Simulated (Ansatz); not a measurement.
# SiSe₂

The computed numbers are results of r²SCAN, scalar-relativistic (no spin polarisation) in the plane-wave PAW code Ansatz at 500 eV, 6×6×6 k-mesh, Gaussian smearing of 0.05 eV; PAW files: Ansatz's generated set soft_2.

```
Si Se
1.0
    -4.87224    3.20131    2.94355
     4.87224   -3.20131    2.94355
     4.87224    3.20131   -2.94355
Si Se
2 4
Direct
  0.25000 0.25000 0.00000
  0.75000 0.75000 0.00000
  0.19893 0.87729 0.07623
  0.80107 0.12271 0.92377
  0.69893 0.62271 0.32164
  0.30107 0.37729 0.67836
```

The chain of runs began from a cell as deposited in COD, expanded in volume.

The run above is the reference. The same cell was run again with other input settings; several of them aren't fit for production, so the rows show the settings' effect and aren't properties of the material.

| keys changed | outcome | ΔE (meV/atom) | P (GPa) | gap on the mesh (eV) | cell moment (μB) | largest force component (eV/Å) | SCF iterations | rough core-seconds | new warnings |
| --- | --- | --- | --- | --- | --- | --- | --- | --- | --- |
| none (reference) | converged | 0.0 | 0.0 | 2.31 | – | 0.002 | – | – | – |
| hamiltonian.xc: "r2scan" → "rpbe" | converged | – | 2.9 | 2.07 | – | 0.294 | 7 | 30 | – |
| hamiltonian.xc: "r2scan" → "rpbe"; scf.convergence.dr2_threshold: 0.0001 | converged | – | 2.9 | 2.06 | – | 0.294 | 6 | 40 | force scf threshold loose; stress scf threshold loose |
| scf.mixing.preconditioner: "kerker_dos"; hamiltonian.pseudopotentials: {"kind": "nc"}; scf.n_extra_bands: 1 | converged | – | -3.1 | 2.65 | – | 0.541 | 9 | 80 | cutoff below recommended |
| scf.mixing.preconditioner: "kerker_dos"; scf.convergence.dr2_threshold: 1e-05; hamiltonian.pseudopotentials: {"kind": "paw", "source": "jth"} | converged | – | -0.1 | 2.29 | – | 0.011 | 9 | 70 | cutoff below recommended; force scf threshold loose; radial quadrature taken; stress scf threshold loose |
| scf.occupations.method: "gaussian" → "methfessel_paxton"; scf.occupations.width: 0.05 → 0.001 | converged | 0.0 | 0.0 | 2.31 | – | 0.002 | 7 | 50 | – |
| scf.occupations.width: 0.05 → 0.15; scf.eigensolver.kind: "davidson" | converged | 0.0 | 0.0 | 2.31 | – | 0.002 | 7 | 90 | – |

These changes also left energy (to 0.1 meV/atom), pressure, gap, moment and forces as in the reference: scf.mixing.algorithm: "anderson"; scf.mixing.beta: 0.3; scf.mixing.ndim: 16; scf.n_extra_bands: 2; scf.lower_state_search: "light".

ΔE is the energy with the smearing extrapolated to zero. It is left out where the change alters the Hamiltonian or the spin treatment. The varied runs start from atomic densities (corrected by the program's trained start where that serves), with the default search for lower states unless a row changes it.

Problem. What happens with these changes: hamiltonian.pseudopotentials: {"kind": "paw", "source": "jth"}?

Solution. outcome converged, P (GPa) -0.1, gap on the mesh (eV) 2.29, largest force component (eV/Å) 0.011, SCF iterations 9, rough core-seconds 50, new warnings cutoff below recommended; radial quadrature taken.

Problem. What happens with these changes: kpoints.mp_grid.grid: [6, 6, 6] → [5, 5, 5]?

Solution. outcome converged, ΔE (meV/atom) 0.0, P (GPa) 0.0, gap on the mesh (eV) 2.39, largest force component (eV/Å) 0.002, SCF iterations 7, rough core-seconds 40.

Other pseudopotential files need their own cutoff; where it is too low, pressure and moments show the cutoff and not the files.

Of the reference: Semilocal functionals underestimate band gaps, commonly by a third or more. The structure is built of weakly bound chains, and this functional has no dispersion term, so their spacing and all that hangs on it (volume, the soft elastic constants, low modes, dielectric constants) are poorly given. The relaxed cell is 8 % larger in volume than the cell of this structure in the Crystallography Open Database (28.28 Å³/atom, 1982).
